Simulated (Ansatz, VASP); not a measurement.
This is a calculation of Au for VASP 6.6.1.

The input INCAR:

```
SYSTEM = Au
  PREC = Accurate
  ENCUT = 520
  EDIFF = 1E-7
  ISMEAR = -1
  SIGMA = 0.05
  LREAL = .False.
  LASPH = .True.
  NELM = 80
  ALGO = Normal
  ISIF = 2
  LWAVE = .False.
  LCHARG = .False.
  GGA = PE
  NBANDS = 18
```

The input KPOINTS:

```
Automatic mesh
0
Gamma
  11 11 6
  0 0 0
```

File POSCAR:

```
Au
1.0
    2.9568771850      0.0000000000      0.0000000000
   -1.4784385925      2.5607307581      0.0000000000
    0.0000000000      0.0000000000      4.9757105734
Au
2
Direct
    0.6666666667      0.3333333333      0.2500000000
    0.3333333333      0.6666666667      0.7500000000
```

Potentials or basis: VASP PAW PBE potentials, release 64 (Au).

Launch:

```bash
$ cat potpaw_PBE.64/Au/POTCAR > POTCAR
$ mpirun -np 1 vasp_std > vasp.out
```

**Question.** Translate it to Ansatz 0.2.0. Potentials there: Ansatz PAW.

**Answer.** As run (the cutoff follows the program's own potentials):

Contents of input.yaml:

```yaml
crystal:
  lattice:
    - [2.956877185, 0.0, 0.0]
    - [-1.4784385925, 2.5607307581, 0.0]
    - [0.0, 0.0, 4.9757105734]
  atoms:
    - { symbol: Au, position: [0.6666666667, 0.3333333333, 0.25] }
    - { symbol: Au, position: [0.3333333333, 0.6666666667, 0.75] }
hamiltonian:
  xc: pbe
  pseudopotentials: { kind: paw }
kpoints:
  mp_grid: { grid: [11, 11, 6] }
scf:
  occupations: { method: fermi_dirac, width: 0.05 }
output:
  forces: true
  stress: true
  eigenvalues: true
```

Potentials or basis: Ansatz PAW.

Launch:

```sh
$ ansatz run input.yaml --threads 2 --pin off --max-ram 5120MiB --backend cpu --events-out ev --progress --plain --runs-dir out
```

Both were run:

|  | VASP | Ansatz | Ansatz less VASP |
| --- | --- | --- | --- |
| gap on the k mesh at the Fermi level (eV) | none | none | - |
| pressure (GPa) | -5.7 | -5.5 | +0.18 |

A gap of «none» marks a metal or a gap that the smearing closes. The functional is the same, so the differences come from potentials, cutoffs and numerics. The two sets of potentials don't hold the same shells in valence.

The runs have no spin-orbit coupling, so splittings on Au are missing.
